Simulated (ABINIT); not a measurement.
Write the native input for ABINIT 10.8.3 (patched build) that does the following.

```
Task                : band structure
Functional          : PBEsol
Potentials or basis : JTH PAW PBE v2.0
Cutoff              : 707 eV
k mesh              : 7 × 7 × 7
Occupations         : fermi-dirac, width 0.05 eV
Spin                : no spin polarisation
Fine-grid cutoff    : 1306.15 eV
```

Crystal: TePb.

```
CELL_PARAMETERS angstrom
4.00229 0.00000 0.00000
0.00000 4.00229 0.00000
0.00000 0.00000 4.00229
ATOMIC_POSITIONS crystal
Pb 0.00000 0.00000 0.00000
Te 0.50000 0.50000 0.50000
```

Measurements of this composition are mostly on another form, of space group No. 225.

The input as run:

run.abi

```
# Datasets: ground state, then fixed potential
ndtset 2

# Pseudopotentials
pp_dirpath "./"
pseudos "Pb.GGA_PBE-JTH.xml, Te.GGA_PBE-JTH.xml"

# Structure
acell 4.002287 4.002287 4.002287 Angstrom
rprim
     1.0000000000     0.0000000000     0.0000000000
     0.0000000000     1.0000000000     0.0000000000
     0.0000000000     0.0000000000     1.0000000000
ntypat 2
znucl 82 52
natom 2
typat 1 2
xred
     0.0000000000     0.0000000000     0.0000000000
     0.5000000000     0.5000000000     0.5000000000

# Plane-wave basis
ecut 26.0
pawecutdg 48.0
pawxcdev 0

# Exchange and correlation
ixc -116133

# Bands and occupations
occopt 3
tsmear 0.05 eV

# SCF cycle
nstep 100

# Output
iomode 3
prtwf 0
prteig 0
prtebands 0
enunit 1
prtden1 1
prtvha1 1
prtvclmb1 1
prtpot1 1

# Dataset 1
kptopt1 1
ngkpt1 7 7 7
nshiftk1 1
shiftk1 0.0 0.0 0.0
nband1 14
tolvrs1 1.0e-9

# Dataset 2: bands along G-X-M-G-R-X
iscf2 -2
getden2 1
nband2 20
nbdbuf2 4
tolwfr2 1.0e-11
kptopt2 -5
ndivsm2 8
prteig2 1
kptbounds2
     0.0000000000     0.0000000000     0.0000000000
     0.0000000000     0.5000000000     0.0000000000
     0.5000000000     0.5000000000     0.0000000000
     0.0000000000     0.0000000000     0.0000000000
     0.5000000000     0.5000000000     0.5000000000
     0.0000000000     0.5000000000     0.0000000000
```

Potentials or basis: JTH PAW PBE v2.0.

Launch:

```console
$ abinit run.abi > log 2>&1
```

It gave:

- Pressure: -2.9 GPa
- Band gap on the k mesh: none (metal or under the smearing width)
- Valence electrons inside the program's atomic spheres: Pb 11.29; Te 3.08

Caveat: the PAW data sets were made with another functional, which shifts forces and pressure a little; spin-orbit coupling is left out, which moves the levels of the heavy elements.

Wall time 96 s on 1 thread of Arm Neoverse V1, on a shared host, peak memory 0.15 GiB.
